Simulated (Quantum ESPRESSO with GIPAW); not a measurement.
# Strain and the 25Mg shielding in MgO

GIPAW runs (PBEsol, plane-wave PAW from pslibrary 1.0.0 recipes, cutoffs 65 and 390 Ry, one 7×7×6 mesh for all shielding runs; Quantum ESPRESSO with GIPAW, a patched development version; no spin-orbit coupling, no macroscopic shape term) on MgO, space group P6_3/mmc before straining. The cell below is strained in the basal plane, with the c axis held, and the atoms keep their fractional coordinates.

```
Mg O
1.0
     3.48638    0.00000    0.00000
    -1.74319    3.01929    0.00000
     0.00000    0.00000    4.17804
Mg O
2 2
Direct
  0.33333 0.66667 0.25000
  0.66667 0.33333 0.75000
  0.33333 0.66667 0.75000
  0.66667 0.33333 0.25000
```

The cell is a computed entry of the Materials Project; it need not be the form that is stable at ambient conditions.

The bonds are those of Mg (atom 1; MgO5). One row is withheld.

```
strain (%)  mean bond (Å)  σ_iso Mg (ppm)  σ_iso O (ppm)  span Mg (ppm)
        -2         2.0192          504.81         183.88           45.9
      -1.5         2.0252               ?              ?              ?
        -1         2.0312          507.59         184.14           40.6
         0         2.0433          510.23         184.34           35.3
      +0.5         2.0494          511.49         184.42           32.7
        +1         2.0554          512.72         184.49           30.1
        +2         2.0675          515.08         184.59           24.9
```

**Task.** Fit σ_iso of Mg against strain, judge whether a straight line is enough, and predict the withheld row at -1.5 %.

1. With n = 6: Σx = 0.500, Σy = 3061.92, Σx² = 10.2500, Σxy = 281.415.

2. Slope b = (nΣxy − ΣxΣy)/(nΣx² − (Σx)²) = 2.57 ppm per %, intercept a = (Σy − bΣx)/n = 510.11 ppm.

3. Residuals (run less line), in the order of the table: -0.15, +0.06, +0.12, +0.10, +0.04, -0.17 ppm. They bend in one sense; the largest is 1.7 % of the range of σ, so a line serves for most purposes and a parabola takes up the rest: σ = 510.23 + 2.567 x − 0.070 x², with residuals of 0.01 ppm or less.

4. At -1.5 % (inside the fitted range) the line gives 506.25 ppm and the parabola 506.22 ppm.

5. The run gives:

```
strain (%)  mean bond (Å)  σ_iso Mg (ppm)  σ_iso O (ppm)  span Mg (ppm)
      -1.5         2.0252          506.22         184.01           43.2
```

Prediction less run: the line misses by +0.03 ppm, the parabola hits it to the digits shown. By the parabola, a strain of +1 % changes σ of Mg by +2.50 ppm and one of −1 % by -2.64 ppm; the mean slope is +2.57 ppm per %, or 2.1 ppm for 0.01 Å of mean bond length. The shift moves the opposite way, scaled by the slope of a reference line. Over the table σ of O goes from 183.88 to 184.59 ppm. Zero strain is the database's lattice, not this functional's rest cell, and neither cutoff nor mesh was tested for the slopes. The omitted shape term, common to all sites, changes with strain too. This build of gipaw.x prints that it is not audited and that its numbers are no references by themselves. 25Mg is quadrupolar, so a real line also moves with the field gradient, which is not computed here. pw.x warned of eigenvalues not converged in some cycles of these runs, which then met the threshold.

[Banner, clock, file and message-heading lines were taken out of the pw.x and gipaw.x logs.]

[Logs are printed without paths, hosts, clocks, repeated set-up lines and the standing remarks that a program may print on its own settings, such as how far it seeks lower states.]

[Hosts, paths, dates, database ids (printed as entryN), source tags and the programs' standing remarks are cut or masked in the printed files.]
